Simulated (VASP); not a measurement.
A run of VASP 6.6.1:

Contents of POSCAR:

```
CdO                                     
1.0
    0.0000000000      2.3523961156      2.3523961156
    2.3523961156      0.0000000000      2.3523961156
    2.3523961156      2.3523961156      0.0000000000
  Cd              O             
     1     1
Direct
     0.0000000000000000    0.0000000000000000    0.0000000000000000
     0.5000000000000000    0.5000000000000000    0.5000000000000000
```

File INCAR.step1:

```
  PREC = Accurate
  ENCUT = 520
  EDIFF = 1E-5
  ISMEAR = 0
  SIGMA = 0.03
  LREAL = False
  LASPH = True
  NELM = 80
  ALGO = Normal
  LWAVE = True
  LCHARG = False
  KPAR = 4
  GGA = PE
```

INCAR.step2

```
  PREC = Accurate
  ENCUT = 520
  EDIFF = 1E-6
  ISMEAR = 0
  SIGMA = 0.03
  LREAL = False
  LASPH = True
  NELM = 80
  ALGO = Normal
  ISIF = 3
  LWAVE = False
  LCHARG = False
  GGA = PE
  LHFCALC = True
  HFSCREEN = 0.2
  PRECFOCK = Fast
  IBRION = 2
  NSW = 25
  EDIFFG = -0.01
  KPAR = 4
  ISTART = 1
```

KPOINTS

```
Automatic mesh
0
Gamma
  6 6 6
```

Potentials or basis: VASP PAW PBE potentials, release 64 (Cd, O).

The run is started by

```bash
$ cat potpaw_PBE.64/Cd/POTCAR potpaw_PBE.64/O/POTCAR > POTCAR
$ cp INCAR.step1 INCAR
$ mpirun -np 4 vasp_std > vasp.out
$ cp INCAR.step2 INCAR
$ mpirun -np 4 vasp_std > vasp.out
```

Hardware: 4 MPI ranks on AMD EPYC 7R43 64-Core Processor (Zen 3) (shared host).

Q: How long does it take, and how much memory?

A: Run time: 10 min on 4 MPI ranks on AMD EPYC 7R43 64-Core Processor (Zen 3), on a shared host, peak memory 0.23 GiB a rank. Counts: scf iterations 29, k points 16, ion steps 3.
